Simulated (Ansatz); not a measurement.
The system is Al2O3.

```
CELL_PARAMETERS angstrom
2.88432 0.00000 0.00000
-1.44216 2.49790 0.00000
0.00000 0.00000 9.33675
ATOMIC_POSITIONS crystal
Al 0.00000 0.00000 0.85001
Al 0.00000 0.00000 0.14999
O 0.33333 0.66667 0.77768
O 0.66667 0.33333 0.00000
O 0.33333 0.66667 0.22232
```

Measurements of this composition are mostly on another form, of space group No. 167.

* Program: Ansatz 0.2.0
* Task: relaxation of cell and atoms
* Functional: PBEsol
* Dispersion: D3(BJ)
* Potentials or basis: Ansatz PAW
* Cutoff: 420 eV (not typed: the program's choice for these potentials)
* k mesh: 11 × 11 × 3
* Occupations: fermi-dirac, width 0.05 eV
* Spin: no spin polarisation

At the start: volume 13.45 Å³/atom.

How do energy, volume and symmetry change on relaxing?

It ends after 17 steps and the volume is 10.11 Å³/atom (-24.9 %); space group P-6m2 (No. 187, to 0.05 Å).

Step by step:
```
step  energy change (eV)  largest force (eV/Å)  volume (Å³)
   1              0.0000                0.1396        67.27
   2             -0.0346                0.1560        65.10
   3             -0.0674                0.0818        61.21
   4             -0.0906                0.1139        58.05
   5             -0.1260                0.1257        54.98
   6             -0.1625                0.0915        52.04
   7             -0.1695                0.0266        50.93
   8             -0.1660                0.0281        51.74
   9             -0.1680                0.0235        51.41
  10             -0.1682                0.0024        51.37
  11             -0.1529                0.0020        51.37
  12             -0.1590                0.0032        50.34
  13             -0.1583                0.0101        50.58
  14             -0.1579                0.0014        50.68
  15             -0.1549                0.0017        50.68
  16             -0.1556                0.0001        50.55
  17             -0.1549                0.0002        50.55
```

Final structure:
```xyz
5
Lattice="2.8489 0.0000 0.0000 -1.4244 2.4672 0.0000 0.0000 0.0000 7.1915" Properties=species:S:1:pos:R:3 pbc="T T T"
Al    0.0000    0.0000    5.8108
Al    0.0000    0.0000    1.3807
O     0.0000    1.6448    5.1299
O     1.4244    0.8224    0.0000
O     0.0000    1.6448    2.0617
```

Caveat: the volume moved by over 15 % at a fixed basis, so the end points are rough; the plane-wave basis is chosen anew once the cell has moved, so the energies of steps on either side of that aren't comparable; the pressure holds a Pulay correction of +0.8 GPa for the finite cutoff; the PAW data sets come from PBE, with cores solved anew for the run's functional, which leaves a small shift of forces and pressure.
